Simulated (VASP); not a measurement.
Crystal: Cs2AgBiBr6.

```
Bi Cs Ag Br
1.0
     0.00000    5.61610    5.61610
     5.61610    0.00000    5.61610
     5.61610    5.61610    0.00000
Bi Cs Ag Br
1 2 1 6
Direct
  0.00000 0.00000 0.00000
  0.75000 0.75000 0.75000
  0.25000 0.25000 0.25000
  0.50000 0.50000 0.50000
  0.74945 0.74945 0.25055
  0.25055 0.25055 0.74945
  0.74945 0.25055 0.25055
  0.74945 0.25055 0.74945
  0.25055 0.74945 0.74945
  0.25055 0.74945 0.25055
```

```yaml
Program: VASP 6.6.1
Task: relaxation of cell and atoms
Functional: PBE
Potentials_or_basis: VASP PAW PBE potentials, release 64 (Bi_d_GW, Cs_sv_GW, Ag_GW, Br_GW)
Cutoff: 600 eV
k_mesh: 3 × 3 × 3
Occupations: fermi-dirac, width 0.05 eV
Spin: no spin polarisation
```

At the start: pressure 1.8 GPa; volume 35.43 Å³/atom.

How do energy, volume and symmetry change on relaxing?

Over 6 steps the energy falls by 13.1 meV/atom and the volume is 37.69 Å³/atom (+6.4 %); space group Fm-3m (No. 225, to 0.05 Å).

Step by step:
| step | energy change (eV) | largest force (eV/Å) | pressure (GPa) | volume (Å³) |
| --- | --- | --- | --- | --- |
| 1 | 0.0000 | 0.2917 | 1.82 | 354.27 |
| 2 | -0.1299 | 0.0179 | 0.09 | 375.29 |
| 3 | -0.1302 | 0.0316 | 0.02 | 376.40 |
| 4 | -0.1302 | 0.0261 | 0.05 | 375.95 |
| 5 | -0.1304 | 0.0170 | 0.04 | 376.22 |
| 6 | -0.1307 | 0.0047 | 0.02 | 376.88 |

Final structure:
```
Bi Cs Ag Br
1.0
     0.00000    5.73310    5.73310
     5.73310    0.00000    5.73310
     5.73310    5.73310    0.00000
Bi Cs Ag Br
1 2 1 6
Direct
  0.00000 0.00000 0.00000
  0.75000 0.75000 0.75000
  0.25000 0.25000 0.25000
  0.50000 0.50000 0.50000
  0.74859 0.74859 0.25141
  0.25141 0.25141 0.74859
  0.74859 0.25141 0.25141
  0.74859 0.25141 0.74859
  0.25141 0.74859 0.74859
  0.25141 0.74859 0.25141
```
